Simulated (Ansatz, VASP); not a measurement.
Sn in VASP and in Ansatz

```
Sn
1.0
     0.00000    2.45622    2.45622
     2.45622    0.00000    2.45622
     2.45622    2.45622    0.00000
Sn
1
Direct
  0.00000 0.00000 0.00000
```

Alike in both runs: task single point; functional BLYP; k mesh 12 × 12 × 12; occupations fermi-dirac, width 0.1 eV; no spin polarisation.

|  | VASP | Ansatz |
| --- | --- | --- |
| version | VASP 6.6.1 | Ansatz 0.2.0 |
| potentials or method | VASP PAW PBE potentials, release 64 (Sn_d) | plane waves (420 eV) with PAW, scalar-relativistic |
| plane-wave cutoff (eV) | 520 | 420 |
| valence electrons in the cell | 14 | 14 |

|  | VASP | Ansatz | Ansatz less VASP |
| --- | --- | --- | --- |
| pressure (GPa) | 1.6 | 1.7 | +0.05 |

Caveats: the PAW data sets were made with another functional, which shifts forces and pressure a little (VASP).
